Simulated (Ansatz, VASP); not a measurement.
## SiC in VASP and in Ansatz

```
Si C
1.0
    -0.47114    1.96578    1.96578
     1.96578   -0.47114    1.96578
     1.96578    1.96578   -0.47114
Si C
1 1
Direct
  0.00000 0.00000 0.00000
  0.75000 0.75000 0.75000
```

Alike in both runs: task single point; functional PBE; k mesh 12 × 12 × 12; occupations gaussian, width 0.05 eV; no spin polarisation.

|  | VASP | Ansatz |
| --- | --- | --- |
| version | VASP 6.6.1 | Ansatz 0.2.0 |
| potentials or method | VASP PAW PBE potentials, release 64 (Si, C) | scalar-relativistic, plane waves, PAW |
| plane-wave cutoff (eV) | 520 | 420 |
| valence electrons in the cell | 8 | 8 |

Ansatz gave:

```
gap on the k mesh at the Fermi level (eV) : 0.17
least direct gap on the mesh (eV)         : 1.06
rms of the force components (eV/Å)        : 7.399
```

Question: Estimate VASP's values.

Answer: gap on the k mesh at the Fermi level (eV): 0.15; least direct gap on the mesh (eV): 1.05; rms of the force components (eV/Å): 7.352.

Atom by atom the forces differ by 0.047 eV/Å (rms over components). With one functional, cell and mesh, what is left measures potentials, basis and numerics.

Caveats: forces of over 1 eV/Å show positions far from the minimum, so gaps and moduli don't describe the material at rest.
